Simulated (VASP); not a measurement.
# I: relaxation of cell and atoms with r2SCAN

Crystal: I.

```xyz
1
Lattice="-1.4539 1.5167 2.6130 1.4539 -1.5167 2.6130 1.4539 1.5167 -2.6130" Properties=species:S:1:pos:R:3 pbc="T T T"
I     0.0000    0.0000    0.0000
```

| Item | Value |
| --- | --- |
| Program | VASP 6.6.1 |
| Task | relaxation of cell and atoms |
| Functional | r2SCAN |
| Potentials or basis | VASP PAW PBE potentials, release 64 (I) |
| Cutoff | 600 eV |
| k mesh | 18 × 18 × 18 |
| Occupations | methfessel-paxton, width 0.1 eV |
| Spin | no spin polarisation |
| Target pressure | 32 GPa |
| Further INCAR settings | ALGO = Normal; EDIFF = 1e-06; IBRION = 2; EDIFFG = -0.01; NSW = 90; ISIF = 3 |
| Target pressure | 32 GPa |

```yaml
Relaxed_volume: 23.63 Å³/atom
Relaxed_cell: a = 3.403 Å, b = 3.403 Å, c = 3.403 Å, α = 129.77°, β = 126.56°, γ = 76.38°
Space_group_after_relaxing_to_0.05_Å: Immm (No. 71)
Energy_change_on_relaxing_the_enthalpy_is_what_falls: -124.0 meV/atom
Ionic_steps: 16
Pressure_after_relaxing: 32.0 GPa
Band_gap_on_the_k_mesh: none (metal or under the smearing width)
```

The path:
| step | energy change (eV) | largest force (eV/Å) | pressure (GPa) | volume (Å³) |
| --- | --- | --- | --- | --- |
| 1 | 0.0000 | 0.0000 | 35.05 | 23.05 |
| 2 | -0.2831 | 0.0000 | 25.90 | 24.54 |
| 3 | -0.0978 | 0.0000 | 31.86 | 23.51 |
| 4 | -0.0956 | 0.0000 | 31.99 | 23.50 |
| 5 | -0.1067 | 0.0000 | 31.99 | 23.55 |
| 6 | -0.1170 | 0.0000 | 32.05 | 23.60 |
| 7 | -0.1343 | 0.0000 | 32.12 | 23.69 |
| 8 | -0.1217 | 0.0000 | 32.07 | 23.62 |
| 9 | -0.1235 | 0.0000 | 32.07 | 23.63 |
| 10 | -0.1230 | 0.0000 | 32.07 | 23.63 |
| 11 | -0.1329 | 0.0000 | 31.79 | 23.68 |
| 12 | -0.1300 | 0.0000 | 31.88 | 23.66 |
| 13 | -0.1194 | 0.0000 | 32.19 | 23.61 |
| 14 | -0.1227 | 0.0000 | 32.09 | 23.63 |
| 15 | -0.1242 | 0.0000 | 31.95 | 23.63 |
| 16 | -0.1240 | 0.0000 | 31.98 | 23.63 |

Final structure:
```yaml
crystal:
  lattice:
    - [-1.44416, 1.52989, 2.67424]
    - [1.44416, -1.52989, 2.67424]
    - [1.44416, 1.52989, -2.67424]
  atoms:
    - { symbol: I, position: [0.00000, 0.00000, 0.00000] }
```

Levels at points of the mesh, in eV from the Fermi level:
```
           k point  band 1  band 2  band 3  band 4  band 5  band 6  band 7
(0.00, 0.00, 0.00)  -17.69    0.87    1.53    3.15    8.15    9.62   10.57
(0.50, 0.00, 0.00)  -14.56   -8.43   -1.63    3.25    5.08   10.43   12.29
(0.00, 0.50, 0.00)  -13.73   -8.62   -1.46    2.16    5.31    9.81   10.56
(0.50, 0.50, 0.00)  -11.65   -7.29   -4.42   -1.77    2.76    4.10   15.65
(0.50, 0.50, 0.50)  -14.87   -8.16   -1.03    0.71    5.00    6.59   20.91
```

It took 50 min on 1 thread of Intel(R) Xeon(R) 6975P-C (Granite Rapids) (shared host), peak memory 0.33 GiB.

Caveat: the cell is relaxed towards a set pressure, so the enthalpy falls and the energy may rise; the PAW data sets were made with another functional, which shifts forces and pressure a little; an odd number of electrons without spin polarisation forces a metal; a magnetic or distorted state may lie lower. Spin-orbit coupling is left out, which matters for the levels of I.
